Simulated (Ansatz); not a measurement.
## CoO under changes of volume

One of the cells (9.684 Å³/atom); the others are scaled copies at fixed shape and fractional positions:

```
Co O
1.0
     0.00000    2.13150    2.13150
     2.13150    0.00000    2.13150
     2.13150    2.13150    0.00000
Co O
1 1
Direct
  0.00000 0.00000 0.00000
  0.50000 0.50000 0.50000
```

```yaml
Program: Ansatz 0.2.0
Functional: LDA
Potentials_or_basis: all-electron LAPW, scalar-relativistic
Cutoff: 359 eV (chosen from the basis error)
Basis_error_allowed: 0.001 eV/atom
k_mesh: 11 × 11 × 11
Occupations: fermi-dirac, width 0.05 eV
Spin: collinear spin, ferromagnetic start
Starting_moments: "[2.0, 0.0] μB"
```

```tsv
volume (Å³/atom)	energy over the lowest point (meV/atom)	pressure (GPa)	moment (μB per cell)
9.103	0.00	-11.8	2.59
9.297	14.81	-13.9	2.76
9.490	?	?	?
9.684	55.05	-19.3	2.88
9.878	79.89	-21.6	2.93
10.071	107.37	-23.8	2.97
10.265	137.48	-25.9	2.98
```

Q: What does the run at 9.490 Å³/atom give?

A: Energy over the lowest point 33.15 meV/atom; pressure -16.7 GPa; moment 2.83 μB per cell.

Worked out: A Birch-Murnaghan fit of order 3 (a polynomial in V^(-2/3)) to the other rows has no minimum within the range. It gives 33.21 meV/atom at 9.490 Å³/atom, against the run's 33.15, and -dE/dV = -16.7 GPa, against -16.7. A parabola through the other rows of the moment, of slope 0.427 μB per Å³/atom there, gives 2.82 μB, against the run's 2.83.

Energies are extrapolated to zero smearing.

Caveats: a cell with one magnetic atom can't hold antiferromagnetic order, which such compounds often take.
